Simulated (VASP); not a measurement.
A VASP 6.6.1 single-point calculation on ZnSe

INCAR

```
ISMEAR = -1
LREAL = .FALSE.
LASPH = .TRUE.
LDAUL = 2 -1
ENCUT = 520
LDAU = .TRUE.
NELM = 60
IBRION = -1
EDIFF = 1E-9
LDAUU = 4.0 0
LMAXMIX = 4
NSW = 0
LDAUJ = 0 0
NBANDS = 16
SIGMA = 0.02
LCHARG = .FALSE.
LDAUTYPE = 2
LWAVE = .FALSE.
ISIF = 2
GGA = PE
PREC = Accurate
```

KPOINTS

```
KPOINTS created by Atomic Simulation Environment
0
Gamma
2 2 2
0 0 0
```

POSCAR

```
Zn Se
 1.0000000000000000
    -0.0000000000000000    2.8324206843821043    2.8324206843821043
     2.8324206843821043    0.0000000000000000    2.8324206843821043
     2.8324206843821043    2.8324206843821043    0.0000000000000000
 Zn  Se
   1   1
Cartesian
  0.0000000000000000 -0.0000000000000000  0.0000000000000000
  1.4162103421910519  1.4162103421910519  1.4162103421910519
```

The recommended PBE PAW datasets give the neutral cell 18 valence electrons.

Command

```
mpirun -np 1 vasp_std
```

Problem. Predict the outcome of this run.

Solution. It converged. Results: gap between bands v and c on the k mesh 1.39 eV; least direct gap on the k mesh 1.39 eV; pressure 7.3 GPa. Band v is the last that the valence electrons fill when counted band by band, and c is the next.

OSZICAR

```
N       E                     dE             d eps       ncg     rms          rms(c)
DAV:   1     0.933816709529E+02    0.93382E+02   -0.91024E+03    96   0.136E+03
DAV:   2     0.116045416779E+01   -0.92221E+02   -0.87297E+02   112   0.258E+02
DAV:   3    -0.467761830539E+01   -0.58381E+01   -0.58239E+01   120   0.659E+01
DAV:   4    -0.472262001014E+01   -0.45002E-01   -0.44999E-01   120   0.624E+00
DAV:   5    -0.472278522477E+01   -0.16521E-03   -0.16521E-03   128   0.311E-01    0.621E+00
DAV:   6    -0.429036584384E+01    0.43242E+00   -0.64909E-01   120   0.158E+01    0.453E+00
DAV:   7    -0.424971269607E+01    0.40653E-01   -0.29388E-01   112   0.377E+00    0.178E+00
DAV:   8    -0.425632537184E+01   -0.66127E-02   -0.12256E-02   112   0.805E-01    0.616E-01
DAV:   9    -0.425854975939E+01   -0.22244E-02   -0.19160E-03    96   0.328E-01    0.962E-02
DAV:  10    -0.425874913042E+01   -0.19937E-03   -0.15165E-04   128   0.135E-01    0.407E-02
DAV:  11    -0.425888444275E+01   -0.13531E-03   -0.14612E-04    96   0.858E-02    0.152E-02
DAV:  12    -0.425888594203E+01   -0.14993E-05   -0.41677E-06   128   0.291E-02    0.311E-03
DAV:  13    -0.425888678944E+01   -0.84740E-06   -0.11440E-06    96   0.796E-03    0.717E-04
DAV:  14    -0.425888684239E+01   -0.52956E-07   -0.40533E-08   120   0.143E-03    0.346E-04
DAV:  15    -0.425888685826E+01   -0.15863E-07   -0.18573E-09    80   0.309E-04    0.838E-05
DAV:  16    -0.425888685707E+01    0.11880E-08   -0.82162E-11    96   0.677E-05    0.436E-05
DAV:  17    -0.425888685621E+01    0.86061E-09   -0.25817E-11    56   0.671E-05
   1 F= -.42588869E+01 E0= -.42588869E+01  d E =-.158351E-11
```

For comparison, a separate PBE run of the intended cell, on usual settings and not on those above, gives a gap of 1.30 eV on its mesh and a pressure of 2.4 GPa.
